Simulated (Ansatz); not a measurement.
A: ZnS (zinc blende), a = b = c = 5.357 Å, α = β = γ = 90.00°
B: LiBr (rock salt), a = b = c = 5.411 Å, α = β = γ = 90.00°
C: Mg2Sn (antifluorite type, space group Fm-3m), a = b = c = 6.7460 Å, α = β = γ = 90.00°
D: LaAlO3 (cubic perovskite), a = b = c = 3.7716 Å, α = β = γ = 90.00°
E: EuO (rock salt), a = 4.9655 Å, b = 4.9655 Å, c = 4.9655 Å, α = 90.00°, β = 90.00°, γ = 90.00°

Scan: energy against volume (even scaling of the relaxed cell, symmetry kept). One method and one kind of scan serve all of them; meshes and ranges differ. All were relaxed with their symmetry unable to fall. At this level the bands of Mg2Sn touch or barely overlap; measurements give the solid a gap. EuO is run spin-polarised and with no Hubbard U. LaAlO3 is run without spin polarisation. Relaxed EuO ends ferromagnetic. The relaxed volume of EuO is well below the measured one. This is a high-temperature form of LaAlO3. The magnetic order is the one the run started from; other orders were not tried. (This holds for the magnetic or f-shell members.) The f-shell state is unchecked: a lower one may exist. (This holds for the magnetic or f-shell members.)

Q: Put the candidates in order of bulk modulus (fitted), lowest first, for PBEsol (plane waves to 420 eV, PAW, scalar-relativistic; Ansatz, a first-principles code).

A: B (28.8 GPa), C (43.5 GPa), A (78.9 GPa), E (112 GPa), D (207 GPa)

(Under strain, the slope of the energy per volume gives the stress and its curvature an elastic modulus.)
